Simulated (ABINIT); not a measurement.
## GaP (F-43m): Raman and infrared activity

Wanted: vibrational spectra of GaP (F-43m) from linear and non-linear response.

Calculated with ABINIT 10.8.3; DFT LDA, scalar-relativistic, plane waves, PseudoDojo norm-conserving pseudopotentials.

**Measured values to reproduce.**

“Temperature dependence of the optical phonon reflection band in GaP” (2021, arxiv:2105.06662) quotes from earlier work for GaP, zinc blende (literature value (Refs. 34, 36)): static dielectric constant (static dielectric constant (paper prints symbol eps_inf but compares …) 11.147 [Literature value printed with the symbol eps_inf, but compared with the static constant …]; Raman mode (TO at Gamma) 367.3 cm⁻¹ at 300 K; infrared mode (TO at Gamma) 366.3 ± 0.3 cm⁻¹ at 300 K.

Most raw output is cut from this account.

### Step 1. Starting point

It takes space group F-43m (No. 216, cubic). The conventional cell has a = 5.450 Å, b = 5.450 Å, c = 5.450 Å, α = 90.00°, β = 90.00°, γ = 90.00°. Ga has 4 P at 2.36 Å nearest. P has 4 Ga at 2.36 Å nearest. Farther neighbours are not listed.

### Step 2. A first look

A first run with smearing and empty bands tells whether the crystal has a gap, which decides between fixed occupations and smearing later on.

probe.abi

```
# ground state
tolvrs 1.0d-08
prtden 1
prtwf 1

# basis, mesh and filling
ecut 36.0
ngkpt 6 6 6
nshiftk 1
shiftk 0.0 0.0 0.0
istwfk *1
occopt 7
tsmear 0.005
nband 15
nstep 100
diemac 9.0
prtebands 0
prtgsr 0

# cell and atoms
acell 3*1.0 Angstrom
rprim 
    -2.72525 0.0 2.72525
    0.0 2.72525 2.72525
    -2.72525 2.72525 0.0
ntypat 2
znucl 31 15
natom 2
typat 1 2
xred 
    0.0 0.0 0.0
    0.25 0.25 0.25
pp_dirpath "./pseudo"
pseudos "Ga.upf, P.upf"
```

Launch:

```bash
$ OMP_NUM_THREADS=1 mpirun -n 4 abinit probe.abi > probe.log
```

Wall time 8.4 s (4 MPI ranks of Arm Neoverse V1, shared host).

Read from the output:

```yaml
volume_per_atom: 20.24 Å³
pressure: -3.848 GPa
gap_on_the_k_mesh: 1.498 eV
```

A gap of 1.5 eV opens on this mesh, so the crystal is taken as an insulator; the printed pressure holds the stress of the finite basis too.

### Step 3. Relaxing the cell and atoms

The harmonic expansion needs vanishing forces, and a free crystal bears no stress, so cell and atoms are brought to rest. Stress is more sensitive to the basis than forces are: the last 3 Ha under the cutoff are smoothed with ecutsm, and the cutoff is raised above that of the later runs.

relax.abi

```
# relaxation
ionmov 2
optcell 2
dilatmx 1.08
ntime 40
tolmxf 1.0d-05
tolvrs 1.0d-14
prtwf 0
prtden 0
chksymtnons 0

# basis, mesh and filling
ecut 44.0
ecutsm 3.0
ngkpt 8 8 8
nshiftk 1
shiftk 0.0 0.0 0.0
istwfk *1
occopt 1
nband 9
nstep 100
diemac 9.0
prtebands 0
prtgsr 0

# cell and atoms
acell 3*1.0 Angstrom
rprim 
    -2.72525 0.0 2.72525
    0.0 2.72525 2.72525
    -2.72525 2.72525 0.0
ntypat 2
znucl 31 15
natom 2
typat 1 2
xred 
    0.0 0.0 0.0
    0.25 0.25 0.25
pp_dirpath "./pseudo"
pseudos "Ga.upf, P.upf"
```

Launch:

```bash
$ OMP_NUM_THREADS=1 mpirun -n 4 abinit relax.abi > relax.log
```

Wall time 63 s (4 MPI ranks).

Step by step:

```tsv
step	energy less that of the first step (eV)	largest force (eV/Å)	volume (Å³)
1	0.0000	0.0000	40.48
2	-0.0057	0.0000	40.12
3	-0.0129	0.0000	39.04
4	-0.0129	0.0000	39.10
5	-0.0129	0.0000	39.10
```

```tsv
conventional cell, symmetrised	before	after	change
a (Å)	5.450	5.388	-1.2 %
b (Å)	5.450	5.388	-1.2 %
c (Å)	5.450	5.388	-1.2 %
volume (Å³/atom)	20.24	19.55	-3.4 %
```

Final coordinates:

```
Ga P
1.0
    -2.69380    0.00000    2.69380
     0.00000    2.69380    2.69380
    -2.69380    2.69380    0.00000
Ga P
1 1
Direct
  0.00000 0.00000 0.00000
  0.25000 0.25000 0.25000
```

Read from the output:

| Property | Result |
| --- | --- |
| volume per atom | 19.55 Å³ |
| pressure | -8.33e-6 GPa |

The volume changes by -3.4 % in this run and stands -3.4 % from the first cell.

### Step 4. Self-consistent run for the response

First-order wavefunctions inherit every error of the ground state, hence the very tight tolvrs. The mesh is shifted off Γ, since shifted meshes converge sums over the zone faster.

gs.abi

```
# ground state
tolvrs 1.0d-16
prtden 1
prtwf 1

# basis, mesh and filling
ecut 36.0
ngkpt 6 6 6
nshiftk 4
shiftk 
    0.5 0.5 0.5
    0.5 0.0 0.0
    0.0 0.5 0.0
    0.0 0.0 0.5
istwfk *1
occopt 1
nband 9
nstep 100
diemac 9.0
prtebands 0
prtgsr 0

# cell and atoms
acell 3*1.0 Angstrom
rprim 
    -2.693798981 0.0 2.693798981
    0.0 2.693798981 2.693798981
    -2.693798981 2.693798981 0.0
ntypat 2
znucl 31 15
natom 2
typat 1 2
xred 
    0.0 0.0 0.0
    0.25 0.25 0.25
pp_dirpath "./pseudo"
pseudos "Ga.upf, P.upf"
```

Launch:

```bash
$ OMP_NUM_THREADS=1 mpirun -n 4 abinit gs.abi > gs.log
```

Elapsed: 12 s, on 4 MPI ranks; 49 s of CPU time.

This step gave:

```yaml
pressure: -0.9831 GPa
```

The cell stands at -0.98 GPa: the relaxation ran with a smoothed and higher cutoff and on another k mesh.

### Step 5. The gap at rest

Empty bands on the ground state's density check that the gap assumed so far is there in this cell.

gap.abi

```
# empty bands on the ground state's density
iscf -2
getden_filepath "gso_DEN"
tolwfr 1.0d-12
nbdbuf 2
prtwf 0

# basis, mesh and filling
ecut 36.0
ngkpt 12 12 12
nshiftk 1
shiftk 0.0 0.0 0.0
istwfk *1
occopt 1
nband 13
nstep 100
diemac 9.0
prtebands 0
prtgsr 0

# cell and atoms
acell 3*1.0 Angstrom
rprim 
    -2.693798981 0.0 2.693798981
    0.0 2.693798981 2.693798981
    -2.693798981 2.693798981 0.0
ntypat 2
znucl 31 15
natom 2
typat 1 2
xred 
    0.0 0.0 0.0
    0.25 0.25 0.25
pp_dirpath "./pseudo"
pseudos "Ga.upf, P.upf"
```

Launch:

```bash
$ OMP_NUM_THREADS=1 mpirun -n 4 abinit gap.abi > gap.log
```

Run time: 17 s. Hardware: 4 MPI ranks; 66 s of CPU time.

Read from the output:

```yaml
gap_on_the_k_mesh: 1.393 eV
```

In this cell the gap on the mesh is 1.4 eV, indirect (smallest direct 1.9 eV), so fixed occupations hold.

### Step 6. Linear response at Γ

The derivative of the wavefunctions by k comes first, since the response to a field is built on it; then the field and the displacements that symmetry doesn't supply are solved at q = 0. By the 2n+1 theorem the first-order wavefunctions also give third derivatives: Raman tensors and the non-linear susceptibility.

It reads the wavefunctions written in step 4.

dfpt_gamma.abi

```
ndtset 3

# common to the responses
getwfk_filepath "gso_WFK"
kptopt 2
nqpt 1
qpt 0.0 0.0 0.0
asr 0
chneut 0

# d/dk
rfelfd1 2
rfdir1 1 1 1
iscf1 -3
tolwfr1 1.0d-20

# displacements, field
rfphon2 1
rfatpol2 1 2
rfdir2 1 1 1
rfelfd2 3
getddk2 1
tolvrs2 1.0d-10
prepanl2 1
prtden2 1

# third order
optdriver3 5
getden_filepath3 "gso_DEN"
get1den3 2
get1wf3 2
getddk3 1
d3e_pert1_elfd3 1
d3e_pert1_phon3 1
d3e_pert1_atpol3 1 2
d3e_pert1_dir3 1 1 1
d3e_pert2_elfd3 1
d3e_pert2_dir3 1 1 1
d3e_pert3_elfd3 1
d3e_pert3_dir3 1 1 1
usepead3 1
tolvrs3 1.0d-10

# basis, mesh and filling
ecut 36.0
ngkpt 6 6 6
nshiftk 4
shiftk 
    0.5 0.5 0.5
    0.5 0.0 0.0
    0.0 0.5 0.0
    0.0 0.0 0.5
istwfk *1
occopt 1
nband 9
nstep 100
diemac 9.0
prtebands 0
prtgsr 0

# cell and atoms
acell 3*1.0 Angstrom
rprim 
    -2.693798981 0.0 2.693798981
    0.0 2.693798981 2.693798981
    -2.693798981 2.693798981 0.0
ntypat 2
znucl 31 15
natom 2
typat 1 2
xred 
    0.0 0.0 0.0
    0.25 0.25 0.25
pp_dirpath "./pseudo"
pseudos "Ga.upf, P.upf"
```

Launch:

```bash
$ OMP_NUM_THREADS=1 mpirun -n 4 abinit dfpt_gamma.abi > dfpt_gamma.log
```

Wall time 18 min (4 MPI ranks); 70 min of CPU time.

Numbers from this step:

| Item | Value |
| --- | --- |
| miss of the charge sum rule | 0.01150 e |
| largest acoustic frequency at the zone centre before the sum rule | 1.04 cm⁻¹ |
| highest optical zone-centre mode (no LO-TO term) | 365.1 cm⁻¹ |
| lowest optical zone-centre mode | 365.1 cm⁻¹ |
| mean high-frequency dielectric constant | 10.76 |
| largest Born charge in size (third of the trace) | 2.055 e |

Born charge (rows field, columns displacement), before the sum rule (e), principal values of the symmetric part by kind of site:

```tsv
atom	atoms with these values	low	middle	high	mean
Ga1	1	2.04	2.04	2.04	2.04
P2	1	-2.06	-2.06	-2.06	-2.06
```

In full for P2:

```
-2.06  0.00  0.00
 0.00 -2.06  0.00
 0.00  0.00 -2.06
```

High-frequency dielectric tensor:

```
10.76  0.00  0.00
 0.00 10.76  0.00
 0.00  0.00 10.76
```

The acoustic modes at Γ come out as far as 1.0 cm⁻¹ from zero, where they should vanish, a small numerical error; the Born charges miss their sum rule by 0.011 e, which is good.

### Step 7. Modes with the sum rule

anaddb reads the merged derivatives, imposes the acoustic sum rule and charge neutrality, and adds the LO-TO term along chosen directions.

anaddb.abi

```
ddb_filepath "gamma_DDB"
output_file "anaddb.abo"
outdata_prefix "anaddb"
asr 1
chneut 1
enunit 2
eivec 1
nph1l 1
qph1l 0.0 0.0 0.0 1.0
dieflag 1
nph2l 3
qph2l 
    1.0 0.0 0.0 0.0
    0.0 0.0 1.0 0.0
    1.0 1.0 1.0 0.0
nlflag 1
ramansr 1
alphon 1
prtmbm 1
```

mrgddb.in

```
gamma_DDB
merged
3
dfpt_gammao_DS2_DDB
dfpt_gammao_DS3_DDB
gso_DDB
```

Launch:

```bash
$ mrgddb < mrgddb.in > mrgddb.log
$ OMP_NUM_THREADS=1 anaddb anaddb.abi > anaddb.log
```

Run time: 0.76 s. Hardware: 1 thread.

This step gave:

| Item | Value |
| --- | --- |
| miss of the charge sum rule | 0.0115 e |
| mean static dielectric constant | 12.61 |
| highest mode moved by the LO-TO term | 395.2 cm⁻¹ |

No LO-TO term; unit eigenvectors of the mass-weighted matrix, from anaddb's displacements. The modes at Γ (shares of kinetic energy by element, %):

```tsv
mode	frequency (cm⁻¹)	symmetry	Ga %	P %
1	0.0	acoustic	69	31
2	0.0	acoustic	69	31
3	0.0	acoustic	69	31
4	365.1	T2	31	69
5	365.1	T2	31	69
6	365.1	T2	31	69
```

Displacements in mode 4 (365.1 cm⁻¹), the largest set to 1:
```
Ga1  0.00  0.00  0.44
P2   0.00  0.00 -1.00
```

Trace of the oscillator strength, degenerate modes summed. Infrared lines, with heights relative to the strongest:

```tsv
position (cm⁻¹)	lines merged	IR intensity, relative
365	3	100
```

From anaddb's Raman susceptibilities, degenerate modes summed; transverse modes, the longitudinal lines of polar modes are not listed. Lines of the Raman spectrum (strongest = 100):

```tsv
position (cm⁻¹)	lines merged	Raman activity (Å⁴/amu), powder, relative
365	3	100
```

Static dielectric tensor (ions relaxed, fixed cell):

```
12.61  0.00  0.00
 0.00 12.61  0.00
 0.00  0.00 12.61
```

Non-linear optical d (pm/V). Tensor:

```tsv
field along	xx	yy	zz	yz	xz	xy
x	0	0	0	-46.1	0	0
y	0	0	0	0	-46.1	0
z	0	0	0	0	0	-46.1
```

The rule moves no optical mode by more than 0.1 cm⁻¹.

### Step 8. Results

```
space group after relaxation                                           : F-43m
volume per atom                                                        : 19.5 Å³
highest optical zone-centre mode (no LO-TO term)                       : 365.1 cm⁻¹
highest mode moved by the LO-TO term                                   : 395.2 cm⁻¹
mean high-frequency dielectric constant                                : 10.8
largest Born charge in size (third of the trace)                       : 2.06 e
mean static dielectric constant                                        : 12.6
imaginary optical modes at the zone centre (no q mesh in this session) : none
```

The largest Raman activity of GaP (F-43m) lies at 365 cm⁻¹ and the strongest infrared line at 365 cm⁻¹ (transverse modes). At the LDA level the optical modes of GaP (F-43m) at the zone centre (no LO-TO term) lie at 365 cm⁻¹. The base run prints -0.98 GPa, mostly the error of a finite basis; the relaxation, with a smoothed and higher cutoff, had brought the cell to rest. Along the directions run, the highest mode that the macroscopic field moves lies at 395 cm⁻¹. Lattice motion raises the mean dielectric constant from 10.76 to 12.61. The Raman intensities rest on static tensors of the transverse modes; green light lies near or above this gap, where resonance changes them. The Born charge of Ga is 2.044 e against a formal charge of +3: moving the atom carries less polarisation than a rigid ion would, as is usual in tetrahedral, largely covalent crystals. The Lyddane-Sachs-Teller relation holds: (ωLO/ωTO)² is 1.17 and ε₀/ε∞ is 1.17. These are harmonic frequencies at zero temperature: anharmonic shifts and linewidths and thermal expansion are left out.

Calculation against experiment:

| quantity | measured | LDA PseudoDojo norm-conserving, ABINIT |
| --- | --- | --- |
| static dielectric constant (mean of the tensor) | 11.147 | 12.61 (+13.1 %) |
| Raman mode, TO at Gamma (cm⁻¹) | 367.3 | 365 (-0.6 %) |
| infrared mode, TO at Gamma (cm⁻¹) | 366.3 | 365 (-0.3 %) |

Measured values from arxiv:2105.06662 (2021).

Verdict: The static dielectric constant is off by +13.1 %: fair agreement. The Raman mode is off by -0.6 %: good agreement. The infrared mode is off by -0.3 %: good agreement. The grades are ours: good and fair within 10 and 25 % for the static dielectric constant, 3 and 7 % for the Raman mode and 3 and 7 % for the infrared mode. Zero-point motion and thermal expansion (measured at up to 300 K) are not in the computed static dielectric constant, Raman mode and infrared mode.

[Host names and launcher messages were left out of these logs when they were recorded.]

[Logs are printed without paths, hosts, clocks, repeated set-up lines and the standing remarks that a program may print on its own settings, such as how far it seeks lower states.]

[Hosts, paths, dates, database ids (printed as entryN), source tags and the programs' standing remarks are cut or masked in the printed files.]
